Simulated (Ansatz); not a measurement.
Set up this calculation in Ansatz 0.2.0, as an ASE script.

```yaml
Task: single point
Functional: r2SCAN
Dispersion: D4
Potentials_or_basis: SSSP precision PAW
Cutoff: 816 eV
Density_cutoff: 6531 eV
k_mesh: 7 × 7 × 7
Occupations: tetrahedron
Spin: no spin polarisation
Driver: chain
```

The structure of K lies in POSCAR:

```
K
1.0
    0.0000000000      3.3918728180      3.3918728180
    3.3918728180      0.0000000000      3.3918728180
    3.3918728180      3.3918728180      0.0000000000
K
1
Direct
    0.0000000000      0.0000000000      0.0000000000
```

This isn't the form of K at room conditions, which is bcc.

The input as run:

run.py

```python
import json

import ase.io
import numpy as np

import ansatz as az

atoms = ase.io.read("POSCAR", format="vasp")

calculation = (
    az.Crystal.from_ase(atoms)
    .calculation()
    .kpoints(7, 7, 7)
    .functional("r2scan", dispersion="d4")
    .pseudopotentials(kind="paw", accuracy="stringent")
    .occupations(method="tetrahedron")
    .forces()
    .stress()
)
outcome = calculation.run(threads=2, events_out="events.jsonl")

report = outcome.report
for line in open("events.jsonl"):
    event = json.loads(line)
    if event["event"] == "scf_iter":
        d = event["data"]
        print(f"SCF {d['iter']:3d}  HF = {d['harris_foulkes_ev']:.6f} eV  dr2 = {d['dr2_ev']:.2e} eV")
    elif event["event"] in ("relax_step", "md_step"):
        d = event["data"]
        print(f"{event['event']} {d['step']:3d}  E = {d['lagrangian_ev']:.6f} eV")
np.set_printoptions(precision=5, suppress=True, linewidth=110)
print("converged:", report["converged"], "after", report["n_iterations"], "iterations")
print(f"free energy {report['free_energy_ev']:.6f} eV, Fermi level {report['fermi_energy_ev']:.4f} eV")
for key in ("band_edges_ev", "magnetization_mub", "site_moments_mub", "site_moments_nc_mub", "forces_ev_ang",
                "stress_gpa"):
    if report.get(key) is not None:
        print(key, np.array(report[key]), sep="\n")
```

Potentials or basis: SSSP precision PAW.

Run with:

```bash
$ python run.py
```

It gave:

```
Pressure               : -0.1 GPa
Band gap on the k mesh : none (metal or under the smearing width)
```

Caveat: the PAW data sets were made with another functional, which shifts forces and pressure a little; pairwise dispersion overbinds metals, which lowers pressure and volume; with tetrahedron occupations forces and stress needn't match the slope of the energy.

Run time: 4.8 s on 2 threads of Arm Neoverse V2, with other jobs on the host, peak memory 1.6 GiB.
